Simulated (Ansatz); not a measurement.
# ZrO2, fluorite: band edges under a change of volume

How fast do the gaps move when the cell is scaled evenly? The symmetry of the cell is held, so distortions that would lower it, which this phase may prefer, aren't tested.

Calculated with Ansatz 0.2.0, PBEsol, PAW files of the set soft_1, cutoff 600 eV, Fermi–Dirac smearing 0.02 eV, k-mesh 9×9×9, no spin polarisation, no spin-orbit coupling.

Reference cell, relaxed at zero pressure with PBEsol (Fm-3m): a = 3.5809 Å, b = 3.5809 Å, c = 3.5809 Å, α = 60.00°, β = 60.00°, γ = 60.00°.

```
atom       x       y       z
  Zr  0.0000  0.0000  0.0000
   O  0.2500  0.2500  0.2500
   O  0.7500  0.7500  0.7500
```

Levels are read on the k-mesh and along lines from Γ to X = (0.5, 0, 0.5), L = (0.5, 0.5, 0.5), K = (0.375, 0.375, 0.75) and W = (0.5, 0.25, 0.75) in the reciprocal basis of this cell (the letters only name these points), and count from the highest filled level.

| ln(V/V0) | gap (eV) | direct gap at Γ (eV) |
| --- | --- | --- |
| −0.0619 | 3.490 | 4.060 |
| −0.0202 | 3.384 | 3.939 |
| 0.0000 | 3.332 | 3.878 |
| 0.0198 | 3.279 | 3.819 |
| 0.0392 | 3.228 | 3.760 |
| 0.0583 | 3.176 | 3.701 |

**Question.** Fit the direct gap at Γ and give it at ln(V/V0) = −0.0408, a row left out above.

A straight line through the 6 rows: the means are 0.005867 for ln(V/V0) and 3.8595 for the level, Σ(Δx)² = 0.009361 and ΣΔxΔy = −0.02796, so the slope is −0.02796/0.009361 = −2.9869 and the intercept 3.8595 − (−2.9869)(0.005867) = 3.877.

The slope is the volume deformation potential of this gap, −2.99 eV, as a mean over the range. The line gives 3.999 eV. The run itself gives 3.999 eV, so the estimate misses by 0.000 eV, a rounding's worth.

The gap lies below the direct one at Γ in every row. Semilocal functionals give gaps that are too small, and the error differs from valley to valley, so the order of close valleys can be wrong too.

[Logs are printed without paths, hosts, clocks, repeated set-up lines and the standing remarks that a program may print on its own settings, such as how far it seeks lower states.]
